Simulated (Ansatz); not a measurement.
We consider L1₀ (CuAu-type) CoPt, described by PBE-D3(BJ) in Ansatz (plane waves, PAW).

Run with plane-wave cutoff 500 eV, 20×20×16 k mesh (along the axes of the cell as run), Fermi–Dirac smearing 0.1 eV, spin-polarised with parallel moments, scalar-relativistic PAW data made under PBE.

Computed at the level's own relaxed cell.

Task: What does this level give for the volume per atom, lattice constant a, c axis length and magnetic moment (largest site, within a sphere)?

Result: 
- volume per atom = 13.11 Å³/atom
- lattice constant a = 2.671 Å
- c axis length = 3.675 Å
- magnetic moment (largest site, within a sphere) = 1.89 μB

Measured, for comparison: lattice constant a 2.694 Å (temperature not stated, not corrected to a static lattice, P4/mmm two-atom cell, a_fct/√2; as tabulated in Karoui et al. (2013), arXiv:1204.5845); lattice parameter c 3.707 Å (temperature not stated, not corrected to a static lattice; as tabulated in Karoui et al. (2013), arXiv:1204.5845). Computed (rounded) less measured: lattice constant a -0.9 %, lattice parameter c -0.9 %. A static lattice is as a rule a little smaller and stiffer than an uncorrected measurement, which can account for part of this.

Note: a distance lies near a switch of the dispersion term, which can move the cell.

Moments are spin moments.

Spin–orbit coupling is not included.

Computed values are for the static lattice.

It cost about 7 core-minutes (a rough figure) of CPU time.

Ansatz is an electronic-structure program.
